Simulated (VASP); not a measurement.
Here is a VASP 6.6.1 calculation.

INCAR

```
  ALGO = Normal
  EDIFF = 1E-6
  EDIFFG = -0.01
  ENCUT = 600
  GGA = PS
  IBRION = 2
  ISIF = 3
  ISMEAR = 0
  LASPH = True
  LCHARG = False
  LREAL = False
  LWAVE = False
  NELM = 80
  NSW = 90
  PREC = Accurate
  PSTRESS = 133.0
  SIGMA = 0.03
```

Contents of KPOINTS:

```
k-points
0
Gamma
  14 14 14
```

Contents of POSCAR:

```
Ge
1.0
   -2.5744897190      2.5744897190      1.3974126432
    2.5744897190     -2.5744897190      1.3974126432
    2.5744897190      2.5744897190     -1.3974126432
Ge
2
Direct
    0.2500000000      0.7500000000      0.5000000000
    0.5000000000      0.5000000000      0.0000000000
```

Potentials or basis: VASP PAW PBE potentials, release 64 (Ge_d).

Run with:

```sh
$ cat potpaw_PBE.64/Ge_d/POTCAR > POTCAR
$ mpirun -np 1 vasp_std > vasp.out
```

Q: Predict the relaxed volume.

A: 16.18 Å³/atom.

Q: Estimate the space group after relaxing (to 0.05 Å).

A: I4_1/amd (No. 141).

Q: Predict the band gap on the k mesh.

A: None (metal or under the smearing width).

Step by step:
```tsv
step	energy change (eV)	largest force (eV/Å)	pressure (GPa)	volume (Å³)
1	0.0000	0.0000	-0.85	37.05
2	0.6263	0.0000	32.55	28.95
3	0.1523	0.0000	13.28	32.43
4	0.1596	0.0000	13.48	32.35
5	0.1577	0.0000	13.37	32.35
6	0.1574	0.0000	13.37	32.36
7	0.1564	0.0000	13.37	32.35
8	0.1563	0.0000	13.42	32.36
9	0.1564	0.0000	13.38	32.36
```

Caveat: the cell is relaxed towards a set pressure, so the enthalpy falls and the energy may rise; the PAW data sets were made with another functional, which shifts forces and pressure a little.
